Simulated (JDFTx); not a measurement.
ZnS (Wurtzite-2H) under changes of volume

One of the cells (19.603 Å³/atom); the others are scaled copies at fixed shape and fractional positions:

```xyz
4
Lattice="3.8110 0.0000 0.0000 -1.9055 3.3004 0.0000 0.0000 0.0000 6.2340" Properties=species:S:1:pos:R:3 pbc="T T T"
Zn    1.9055    1.1001    3.1170
Zn    0.0000    2.2003    0.0000
S     1.9055    1.1001    5.5171
S     0.0000    2.2003    2.4001
```

- Program: JDFTx 1.7.0 (patched build)
- Functional: PBEsol
- Potentials or basis: PseudoDojo-SR-PBEsol-0.4.1-standard with smoothed tails
- Cutoff: 1143 eV
- Density cutoff: 9143 eV
- k mesh: 8 × 8 × 5
- Occupations: fermi-dirac, width 0.05 eV
- Spin: no spin polarisation

```tsv
volume (Å³/atom)	energy over the lowest point (meV/atom)	pressure (GPa)	gap on the mesh (eV)	largest force (eV/Å)
18.427	9.44	3.8	2.40	0.386
18.819	2.51	1.9	2.30	0.357
19.211	0.00	0.2	2.21	0.331
19.603	1.45	-1.3	2.11	0.306
19.995	6.44	-2.7	2.02	0.283
20.387	14.59	-3.9	1.93	0.261
20.779	?	?	?	?
```

Question: What does the run at 20.779 Å³/atom give?

Answer: Energy over the lowest point 25.57 meV/atom; pressure -5.0 GPa; gap on the mesh 1.85 eV; largest force 0.241 eV/Å.

Worked out: A Birch-Murnaghan fit of order 3 (a polynomial in V^(-2/3)) to the other rows has its minimum at 19.26 Å³/atom with B0 = V·E''(V) = 78 GPa and B' = 4.5 at fixed shape and positions, which overstates the stiffness. It gives 25.57 meV/atom at 20.779 Å³/atom, against the run's 25.57, and -dE/dV = -5.0 GPa, against -5.0. A straight line through the other rows of the gap, of slope -4.65 eV per unit of ln V (its deformation potential), extrapolates to 1.84 eV, against the run's 1.85.

Energies are extrapolated to zero smearing.
